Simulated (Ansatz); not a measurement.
# Transmission past a defect: zigzag graphene nanoribbon (N = 4, H edges), N and N in place of neighbours C and C

Wanted: the relaxed defect and the transmission past it, beside the channels of the perfect wire.

Program: Ansatz 0.2.0. Level of theory: DFT PBE, plane waves, PAW; relaxation of a wire's period, in the first sound run; inputs show where later runs differ. Results are calculated unless marked as measured.

## Step 1: The starting structure

The cell holds 10 atoms: 2 H and 8 C. Cell: a = 16.240 Å, b = 7.000 Å, c = 2.460 Å, α = 90.0°, β = 90.0°, γ = 90.0°. Vacuum lies along a and b. The structure's axis is c.

## Step 2: The relaxed wire

Band widths follow the bond lengths, so the wire is relaxed first. The atoms and the third cell vector are free; the box across stays fixed as vacuum. Moments are seeded so that a magnetic state can form if it lies lower. A Fermi-Dirac smearing is set since the result may be a metal. The pressure printed is a third of the stress's trace over the whole box, vacuum included; only the stress along the axis is relaxed.

The input, input.yaml:

```yaml
crystal:
  lattice:
    - [16.24, 0.0, 0.0]
    - [0.0, 7.0, 0.0]
    - [0.0, 0.0, 2.4595121467]
  atoms:
    - { symbol: H, position: [0.215517241, 0.5, 0.0] }
    - { symbol: C, position: [0.281403941, 0.5, 0.0], spin: 0.5 }
    - { symbol: C, position: [0.456280788, 0.5, 0.0] }
    - { symbol: C, position: [0.543719212, 0.5, 0.0] }
    - { symbol: C, position: [0.718596059, 0.5, 0.0], spin: -0.5 }
    - { symbol: H, position: [0.784482759, 0.5, 0.0] }
    - { symbol: C, position: [0.325123153, 0.5, 0.5] }
    - { symbol: C, position: [0.412561576, 0.5, 0.5] }
    - { symbol: C, position: [0.587438424, 0.5, 0.5] }
    - { symbol: C, position: [0.674876847, 0.5, 0.5] }
magnetization:
  spin_polarized: true
kpoints:
  mp_grid: { grid: [1, 1, 33] }
scf:
  occupations: { method: fermi_dirac, width: 0.05 }
hamiltonian:
  xc: pbe
relax:
  cell: { fix: [a, b, alpha, beta, gamma] }
  max_steps: 60
```

Run with:

```bash
$ ansatz run input.yaml --threads 4 --pin off --max-ram 16384MiB --backend cpu --events-out ev --progress --plain --runs-dir out
```

Numbers of over 12 decimals in the logs are rounded to 6 here.

Log:

```text
Engine: ansatz 0.2.0, aarch64-unknown-linux-gnu
Pseudopotentials: kind: paw
Pseudopotential: H, paw, valence charge 1, recommended cutoff 420 eV (normal), H.paw.azcp
Pseudopotential: C, paw, valence charge 4, recommended cutoff 420 eV (normal), C.paw.azcp
Functional definition: PBE
  parameter kappa = 0.804
  parameter beta = 0.066725
  exchange = pbe_x(kappa = kappa, mu = beta*pi^2/3)
  correlation = pbe_c(beta = beta)
Crystal: 10 atoms, lattice volume = 279.597 Å³
Basis set: ecut = 420 eV, 5437 PW (Γ), exchange–correlation on 240×96×36 points (8 copies of the dense FFT grid, shifted against one another)
Bands: 28, of which v1, the nominal top of the filled ones, is band 17 counted from 1 (16 counted from 0)
Symmetry: 4 space group operations
Space group: Pmm2 (ITA 25), of the structure as read, at distance tolerance 6.5e-5 Å
Magnetic group: BNS 47.251 (UNI 349), of the structure as read, at distance tolerance 6.5e-5 Å
k-points: 17 of 33
Non-local potential: H, projectors of the file, l = 0: 2, l = 1: 1
Non-local potential: C, projectors of the file, l = 0: 2, l = 1: 2, l = 2: 1
PAW form: soft (Blöchl's): semilocal exchange-correlation on the pseudo side does not see the compensation charge
PAW one-centre angular grid: H, 110 points (default); XC on 64 Gauss nodes
PAW one-centre angular grid: C, 110 points (default); XC on 64 Gauss nodes
Initial density: superposition of atomic densities (neutral atoms: chi_scale 0, normalization atom)
Starting moments: Σ|m| = 1 μB on 2 of 10 sites
Starting magnetic order: antiferromagnet; an inversion exchanges its spin sublattices: spin-degenerate at every k-point
Initial wavefunctions: pseudopotential atomic-orbital guess
Functional: x = pbe(κ = 0.804, μ = 0.219515), c = pbe(β = 0.066725)
SCF iter   1: F=—  HF=-2044.557915 eV  |F-HF|=—  |Δ(HF+E_count)|=         —  Δρ=3.65e-2 (↑3.65e-2 ↓3.65e-2)  dr2=1.46e1  dr2_m=6.78e-2  M=0.000 μB ∫|m|=0.637 μB  β_m=0.30  ethr=3.10e-3  ⟨swp⟩=6.9  Hψ=5099  notcnv=0  defer=50
preconditioner: auto → Resta (q_TF=auto, 1.920 Å⁻¹)  ε∞=1.6  [insulator: Δε(μ)=0.464 eV  Ē_g=16.407 eV  σ=0.050 eV  W_gap=0.98  n_scr=32 (ndim 8)  ℏωp=12.9 eV  f_vac=0.586  D(μ)=0.10/eV (n_scr^D=0)  ε∞_Penn≈1.6  vacuum switching on, ρ_ref=2.0e-2 e/Å³]
spin=Collinear: Resta preconditioning applied to the charge; magnetization (m = ρ↑ − ρ↓) channel mixes plain (no charge-response kernel on spin).
SCF iter   2: F=—  HF=-2040.863141 eV  |F-HF|=—  |Δ(HF+E_count)|=    3.69e0  Δρ=2.33e-2 (↑2.33e-2 ↓2.33e-2)  dr2=5.48e0  dr2_m=3.62e-2  M=-0.000 μB ∫|m|=0.649 μB  β_m=0.30  ethr=3.10e-3  ⟨swp⟩=3.0  Hψ=2149  notcnv=0  defer=154
SCF iter   3: F=—  HF=-2038.827068 eV  |F-HF|=—  |Δ(HF+E_count)|=    2.04e0  Δρ=6.03e-3 (↑6.03e-3 ↓6.02e-3)  dr2=1.78e-1  dr2_m=2.01e-2  M=0.000 μB ∫|m|=0.651 μB  β_m=0.30  ethr=3.10e-3  ⟨swp⟩=4.1  Hψ=2440  notcnv=0  defer=164
SCF iter   4: F=—  HF=-2038.798175 eV  |F-HF|=—  |Δ(HF+E_count)|=   2.89e-2  Δρ=2.56e-3 (↑2.56e-3 ↓2.56e-3)  dr2=1.86e-2  dr2_m=1.08e-2  M=-0.000 μB ∫|m|=0.668 μB  β_m=0.30  ethr=5.25e-4  ⟨swp⟩=3.2  Hψ=1686  notcnv=0  defer=177
SCF iter   5: F=—  HF=-2038.802672 eV  |F-HF|=—  |Δ(HF+E_count)|=   4.50e-3  Δρ=1.71e-3 (↑1.71e-3 ↓1.71e-3)  dr2=2.90e-3  dr2_m=6.05e-3  M=0.000 μB ∫|m|=0.680 μB  β_m=0.30  ethr=5.48e-5  ⟨swp⟩=2.7  Hψ=1522  notcnv=0  defer=173
SCF iter   6: F=—  HF=-2038.806310 eV  |F-HF|=—  |Δ(HF+E_count)|=   3.64e-3  Δρ=1.22e-3 (↑1.22e-3 ↓1.22e-3)  dr2=8.15e-4  dr2_m=3.45e-3  M=-0.000 μB ∫|m|=0.693 μB  β_m=0.30  ethr=8.53e-6  ⟨swp⟩=2.7  Hψ=1417  notcnv=0  defer=173
Mixer restart at iter 6: flushing history
spin-set hold released at iteration 6 (site moments contracting): the magnetisation degrees of freedom join the quasi-Newton model from the next iteration; the mixer history was flushed
SCF iter   7: F=—  HF=-2038.808260 eV  |F-HF|=—  |Δ(HF+E_count)|=   1.95e-3  Δρ=9.24e-4 (↑9.22e-4 ↓9.24e-4)  dr2=3.67e-4  dr2_m=2.01e-3  M=0.000 μB ∫|m|=0.704 μB  β_m=0.65  ethr=2.40e-6  ⟨swp⟩=3.0  Hψ=1473  notcnv=0  defer=173
SCF iter   8: F=—  HF=-2038.811432 eV  |F-HF|=—  |Δ(HF+E_count)|=   3.17e-3  Δρ=2.78e-4 (↑2.78e-4 ↓1.57e-4)  dr2=4.61e-4  dr2_m=1.10e-4  M=-0.000 μB ∫|m|=0.750 μB  β_m=0.64  ethr=1.08e-6  ⟨swp⟩=3.8  Hψ=1871  notcnv=0  defer=173
SCF iter   9: F=—  HF=-2038.811505 eV  |F-HF|=—  |Δ(HF+E_count)|=   7.23e-5  Δρ=2.20e-4 (↑1.23e-4 ↓2.20e-4)  dr2=2.51e-4  dr2_m=6.92e-5  M=0.000 μB ∫|m|=0.757 μB  β_m=0.65  ethr=1.08e-6  ⟨swp⟩=2.2  Hψ=1205  notcnv=0  defer=173
SCF iter  10: F=—  HF=-2038.811573 eV  |F-HF|=—  |Δ(HF+E_count)|=   6.85e-5  Δρ=1.14e-4 (↑9.15e-5 ↓1.14e-4)  dr2=3.36e-5  dr2_m=2.54e-5  M=0.000 μB ∫|m|=0.769 μB  β_m=0.74  ethr=7.39e-7  ⟨swp⟩=2.8  Hψ=1401  notcnv=0  defer=173
SCF iter  11: F=—  HF=-2038.811644 eV  |F-HF|=—  |Δ(HF+E_count)|=   7.07e-5  Δρ=4.82e-5 (↑3.62e-5 ↓4.82e-5)  dr2=2.09e-5  dr2_m=2.95e-6  M=0.000 μB ∫|m|=0.781 μB  β_m=0.61  ethr=9.89e-8  ⟨swp⟩=2.0  Hψ=1502  notcnv=0  defer=173
SCF iter  12: F=—  HF=-2038.811645 eV  |F-HF|=—  |Δ(HF+E_count)|=   1.39e-6  Δρ=1.46e-5 (↑1.28e-5 ↓1.46e-5)  dr2=5.41e-7  dr2_m=4.31e-7  M=0.000 μB ∫|m|=0.785 μB  β_m=0.62  ethr=6.16e-8  ⟨swp⟩=2.1  Hψ=1323  notcnv=0  defer=173
SCF iter  13: F=—  HF=-2038.811646 eV  |F-HF|=—  |Δ(HF+E_count)|=   5.10e-7  Δρ=5.48e-6 (↑5.48e-6 ↓5.15e-6)  dr2=2.50e-8  dr2_m=6.88e-8  M=0.000 μB ∫|m|=0.786 μB  β_m=0.81  ethr=2.94e-10  ⟨swp⟩=3.0  Hψ=3416  notcnv=0
SCF iter  14: F=—  HF=-2038.811646 eV  |F-HF|=—  |Δ(HF+E_count)|=   1.01e-7  Δρ=1.96e-6 (↑1.59e-6 ↓1.96e-6)  dr2=3.27e-8  dr2_m=2.36e-9  M=-0.000 μB ∫|m|=0.786 μB  β_m=0.65  ethr=7.36e-11  ⟨swp⟩=4.0  Hψ=2708  notcnv=0
SCF iter  15: F=-2038.811646 eV  HF=-2038.811646 eV  |F-HF|=5.64e-11  |Δ(HF+E_count)|=   6.02e-9  Δρ=3.00e-7 (↑2.78e-7 ↓3.00e-7)  dr2=2.28e-10  dr2_m=1.67e-10  M=-0.000 μB ∫|m|=0.787 μB  ethr=7.36e-11  ⟨swp⟩=3.9  Hψ=2499  notcnv=0
SCF 1 converged in 15 iterations: F = -2038.811646 eV  dr2 = 2.28e-10
  greatest PAW one-centre occupation: 0.678 electrons in one spin orbital (limit 2), on the C atom at site 4 (counted from 0), in its partial waves of l = 0
relax step   1: F+E_penalty+E_count = -2038.81164598 eV  Δ(F+E_penalty+E_count) = +0.000e0 eV  max|allowed force component| = 1.637e0 eV/Å  Δτ_max = 0.0000 Å  P = +0.541 GPa  Ω = 279.597 Å³  fix = [a, b, alpha, beta, gamma]  reactions: a +1.696, b +0.095 GPa  (15 SCF iters, dr2 threshold 1.00e-7 eV, accepted)
Crystal: 10 atoms, lattice volume = 279.982 Å³
Basis set: ecut = 420 eV, 5449 PW (Γ), exchange–correlation on 240×96×36 points (8 copies of the dense FFT grid, shifted against one another)
[...]
relax step   5: F+E_penalty+E_count = -2038.87371434 eV  Δ(F+E_penalty+E_count) = -7.336e-5 eV  max|allowed force component| = 2.628e-3 eV/Å  Δτ_max = 0.0005 Å  P = +0.037 GPa  Ω = 279.992 Å³  energy of the carried Pulay correction = -3.752e-4 eV  fix = [a, b, alpha, beta, gamma]  reactions: a +0.019, b +0.092 GPa  (6 SCF iters, dr2 threshold 1.13e-8 eV, accepted)
Initial wavefunctions: pseudopotential atomic-orbital guess (no wavefunctions were taken with the density)
iter 1 solved again at ethr=3.48e-7 eV; its pass at ethr=3.10e-3 eV (dr2=1.18e-4 eV) is discarded
SCF iter   1: F=—  HF=-2038.873957 eV  |F-HF|=—  |Δ(HF+E_count)|=         —  Δρ=7.41e-6 (↑7.41e-6 ↓7.40e-6)  dr2=3.01e-8  dr2_m=1.48e-10  M=0.000 μB ∫|m|=0.752 μB  β_m=0.30  ethr=3.48e-7  ⟨swp⟩=3.4  Hψ=8185  notcnv=0
eigensolver tolerance schedule: the retry pair's looser diagonalisation over-reported the residual by 3922.85 of it (diagonalisation noise at 0.79 of the residual, at the tolerance the schedule requests for it); recorded, not acted on — ethr = c·dr2/N_el stays at c = 1.0e-1
preconditioner: auto → Resta (q_TF=auto, 1.920 Å⁻¹)  ε∞=1.8  [insulator: Δε(μ)=0.560 eV  Ē_g=14.100 eV  σ=0.050 eV  W_gap=0.99  n_scr=32 (ndim 8)  ℏωp=12.9 eV  f_vac=0.639  D(μ)=0.04/eV (n_scr^D=0)  ε∞_Penn≈1.8  vacuum switching on, ρ_ref=1.4e-2 e/Å³]
spin=Collinear: Resta preconditioning applied to the charge; magnetization (m = ρ↑ − ρ↓) channel mixes plain (no charge-response kernel on spin).
SCF iter   2: F=—  HF=-2038.874026 eV  |F-HF|=—  |Δ(HF+E_count)|=   6.90e-5  Δρ=5.18e-6 (↑5.18e-6 ↓5.18e-6)  dr2=1.13e-8  dr2_m=9.13e-11  M=-0.000 μB ∫|m|=0.752 μB  β_m=0.46  ethr=8.86e-11  ⟨swp⟩=3.0  Hψ=1814  notcnv=0
SCF iter   3: F=—  HF=-2038.874071 eV  |F-HF|=—  |Δ(HF+E_count)|=   4.53e-5  Δρ=2.39e-6 (↑2.39e-6 ↓2.37e-6)  dr2=5.16e-9  dr2_m=3.77e-11  M=0.000 μB ∫|m|=0.752 μB  β_m=0.51  ethr=3.33e-11  ⟨swp⟩=2.9  Hψ=1635  notcnv=0
SCF iter   4: F=—  HF=-2038.874091 eV  |F-HF|=—  |Δ(HF+E_count)|=   1.99e-5  Δρ=3.83e-7 (↑3.69e-7 ↓3.83e-7)  dr2=5.41e-10  dr2_m=1.18e-11  M=-0.000 μB ∫|m|=0.752 μB  β_m=0.49  ethr=1.52e-11  ⟨swp⟩=2.8  Hψ=1697  notcnv=0
iter 5 met the thresholds in force, and the SCF goes on: an eigenvalue changes by 0.21 meV, over its tolerance of 0.05 meV (output.eigenvalues, Limitations)
SCF iter   5: F=-2038.874092 eV  HF=-2038.874092 eV  |F-HF|=3.31e-8  |Δ(HF+E_count)|=   5.49e-7  Δρ=1.14e-7 (↑1.14e-7 ↓1.03e-7)  dr2=6.65e-11  dr2_m=6.81e-12  M=0.000 μB ∫|m|=0.752 μB  β_m=0.59  ethr=1.00e-12  ⟨swp⟩=3.0  Hψ=3528  notcnv=0
iter 6 met the thresholds in force, and the SCF goes on: an eigenvalue changes by 0.06 meV, over its tolerance of 0.05 meV (output.eigenvalues, Limitations)
SCF iter   6: F=-2038.874092 eV  HF=-2038.874092 eV  |F-HF|=1.01e-10  |Δ(HF+E_count)|=   3.39e-8  Δρ=5.25e-8 (↑4.72e-8 ↓5.25e-8)  dr2=2.69e-11  dr2_m=3.13e-12  M=-0.000 μB ∫|m|=0.752 μB  β_m=1.00  ethr=1.00e-12  ⟨swp⟩=2.9  Hψ=3266  notcnv=0
Mixer restart at iter 6: flushing history
SCF iter   7: F=-2038.874092 eV  HF=-2038.874092 eV  |F-HF|=1.96e-10  |Δ(HF+E_count)|=  1.81e-10  Δρ=7.90e-8 (↑7.90e-8 ↓6.76e-8)  dr2=2.16e-10  dr2_m=9.36e-13  M=0.000 μB ∫|m|=0.752 μB  β_m=1.00  ethr=1.00e-12  ⟨swp⟩=2.2  Hψ=1295  notcnv=0  κ⁻¹=1.0e0(r=1)
SCF iter   8: F=-2038.874092 eV  HF=-2038.874092 eV  |F-HF|=5.00e-12  |Δ(HF+E_count)|=  4.09e-11  Δρ=2.66e-8 (↑1.50e-8 ↓2.66e-8)  dr2=7.87e-12  dr2_m=7.41e-13  M=-0.000 μB ∫|m|=0.752 μB  ethr=1.00e-12  ⟨swp⟩=3.0  Hψ=3113  notcnv=0
SCF 6 converged in 8 iterations: F = -2038.874092 eV  dr2 = 7.87e-12
relax step   6: F+E_penalty+E_count = -2038.87409197 eV  Δ(F+E_penalty+E_count) = -3.776e-4 eV  max|allowed force component| = 2.750e-3 eV/Å  Δτ_max = 0.0000 Å  P = +0.037 GPa  Ω = 279.992 Å³  fix = [a, b, alpha, beta, gamma]  reactions: a +0.013, b +0.106 GPa  stress off target by 6.85e-3 GPa on what of the cell is left free  SCF on the basis re-selected at this cell (its energy is not comparable with the rows above)  (8 SCF iters)
basis re-selected at this cell: Δ(F+E_penalty+E_count) = -3.776e-4 eV, ΔP = +0.001 GPa vs the last step (what re-selecting the basis moved, of the pressure what is left beyond the Pulay correction that the steps carried, after the strain that the cell walked since its last selection, with what the two solves' SCF thresholds leave and, on support functions, any second-order correction that the steps lacked; it is no m [...]
SCF converged after 8 iterations
an eigenvalue changed by more than its tolerance at an iteration that met the thresholds in force, so the SCF went on 2 times, its first undamped step at iteration 6: the last check found none over its tolerance
Magnetization: -0.0000 μB (17.0000 up, 17.0000 down)
Absolute magnetization: 0.7516 μB (∫|ρ↑−ρ↓|, with the PAW one-centre terms)
Spin contamination: 0.2236 ħ² per cell (⟨S²⟩ above its minimum at these occupations)
Per-site moments (μB) at R_I (Å): [(-0.00199506, 0.450494), (0.051803, 0.450494), (-0.015977, 0.585447), (0.015977, 0.585447), (-0.051803, 0.450494), (0.00199506, 0.450494), (-0.022569, 0.580517), (0.027449, 0.585447), (-0.027449, 0.585447), (0.022569, 0.580517)]
Free energy (F): -2038.874092 eV
Harris-Foulkes:  -2038.874092 eV  (|F-HF|=5.00e-12)
Internal energy: -2038.873350 eV  (E = F + TS)
E sigma→0 (E₀):  -2038.873721 eV
Entropy (-TS):   -0.000742 eV (-0.074 meV/atom)
Fermi energy:    -1.087969 eV
--- Per-component energies (eV) ---
  E_band       = -335.377614
  E_kinetic    = 752.333968
  E_local      = -6739.520623  (includes V_loc(G=0)·N_el)
  E_nonlocal   = 221.937025
  E_hartree    = 2991.325930
  E_xc         = -400.940772
  E_vxc        = -497.063167  (∫ρ·V_xc dr)
  E_paw        = -795.790806  (= ΣΔE_a)
  E_vpaw       = -55.714025  (= ΣTr[D̂ρ^β])
  E_aug_tail   = -0.002685  (compensation charges beyond the density's cutoff)
  E_ewald      = 1931.784613
  E_smearing   = -0.000742  (= −TS)
  E_closure    = -0.000000  (closes the sum)
  Σ components = -2038.874092   (vs F -2038.874092, Δ=0.00e0)
--- Forces (eV/Å), atoms counted from 1 ---
  atom   1  H     -0.00134935     0.00000000     0.00000000
  atom   2  C      0.00024272     0.00000000     0.00000000
  atom   3  C     -0.00138365     0.00000000     0.00000000
  atom   4  C      0.00140035     0.00000000     0.00000000
  atom   5  C     -0.00024425     0.00000000     0.00000000
  atom   6  H      0.00133488     0.00000000     0.00000000
  atom   7  C     -0.00075368     0.00000000     0.00000000
  atom   8  C     -0.00274351     0.00000000     0.00000000
  atom   9  C      0.00275021     0.00000000     0.00000000
  atom  10  C      0.00074611     0.00000000     0.00000000
  max |Σ_I F_I| component: 1.59e-7 eV/Å
--- Stress (GPa, compression-positive) ---
        0.012936       0.000000       0.000000
        0.000000       0.106312       0.000000
        0.000000       0.000000      -0.006846
  P = ⅓ Tr σ = 0.0375 GPa (0.375 kbar)
--- Relaxed structure (5 steps of the walk, 5 accepted, 1 SCFs on fresh bases) ---
  F+E_penalty+E_count = -2038.87409197 eV   max|allowed force component| = 2.750e-3 eV/Å   (the final SCF, on the basis selected at the relaxed cell)
  cell:  # Å, volume = 279.9917 Å³
    - [16.24, 0.0, 0.0]
    - [0.0, 7.0, 0.0]
    - [0.0, 0.0, 2.462982]
  atoms:
    - { symbol: H, position: [0.214198, 0.5, 0.0] }
    - { symbol: C, position: [0.281446, 0.5, 0.0] }
    - { symbol: C, position: [0.455800, 0.5, 0.0] }
    - { symbol: C, position: [0.544200, 0.5, 0.0] }
    - { symbol: C, position: [0.718554, 0.5, 0.0] }
    - { symbol: H, position: [0.785802, 0.5, 0.0] }
    - { symbol: C, position: [0.323388, 0.5, 0.5] }
    - { symbol: C, position: [0.412357, 0.5, 0.5] }
    - { symbol: C, position: [0.587643, 0.5, 0.5] }
    - { symbol: C, position: [0.676612, 0.5, 0.5] }
```

It took 52 s on 4 threads of Arm Neoverse V1, shared host; peak memory 0.68 GiB.

The steps of the relaxation:

```csv
step,energy less that of the first step (eV),largest force component (eV/Å),pressure (GPa),volume (Å³)
1,0.0000,1.6369,0.54,279.60
2,-0.0490,0.7862,0.17,279.98
3,-0.0621,0.0385,0.11,279.81
4,-0.0620,0.0066,0.00,280.05
5,-0.0621,0.0026,0.04,279.99
6*,-0.0624,0.0027,0.04,279.99
```

Relaxation steps marked * repeat the geometry before them on a plane-wave basis chosen anew for their cell, so energy and pressure can jump there.

Forces are held to the 4 operations that the run works with; a distortion that breaks them can't arise in this run.

```csv
cell as run,before,after,change
c (Å),2.460,2.463,+0.1 %
```

The atoms that moved most (Å, along periodic axes as changes of fractional coordinates times the final cell, across vacuum about the mean position):

```csv
atom,dx,dy,dz,length
C10,0.028,0.000,0.000,0.028
C7,-0.028,0.000,0.000,0.028
H6,0.021,0.000,0.000,0.021
H1,-0.021,0.000,0.000,0.021
C3,-0.008,0.000,0.000,0.008
C4,0.008,0.000,0.000,0.008
```

Final coordinates:

```cif
data_structure
_symmetry_space_group_name_H-M 'P 1'
_symmetry_Int_Tables_number 1
_cell_length_a 16.2400
_cell_length_b 7.0000
_cell_length_c 2.4630
_cell_angle_alpha 90.000
_cell_angle_beta 90.000
_cell_angle_gamma 90.000
_cell_volume 279.99
loop_
_atom_site_label
_atom_site_type_symbol
_atom_site_fract_x
_atom_site_fract_y
_atom_site_fract_z
_atom_site_occupancy
H1 H 0.21420 0.50000 0.00000 1
C2 C 0.28145 0.50000 0.00000 1
C3 C 0.45580 0.50000 0.00000 1
C4 C 0.54420 0.50000 0.00000 1
C5 C 0.71855 0.50000 0.00000 1
H6 H 0.78580 0.50000 0.00000 1
C7 C 0.32339 0.50000 0.50000 1
C8 C 0.41236 0.50000 0.50000 1
C9 C 0.58764 0.50000 0.50000 1
C10 C 0.67661 0.50000 0.50000 1
```

This step gave:

```
energy at zero smearing    : -2038.8737 eV
absolute moment            : 0.7516 μB
cell length along the wire : 2.463 Å
```

The cell's length comes to 2.463 Å with an absolute moment of 0.75 μB a cell.

(Continued in part 2 of 5.)

[Logs are printed without paths, hosts, clocks, repeated set-up lines and the standing remarks that a program may print on its own settings, such as how far it seeks lower states.]

[Hosts, paths, dates, database ids (printed as entryN), source tags and the programs' standing remarks are cut or masked in the printed files.]
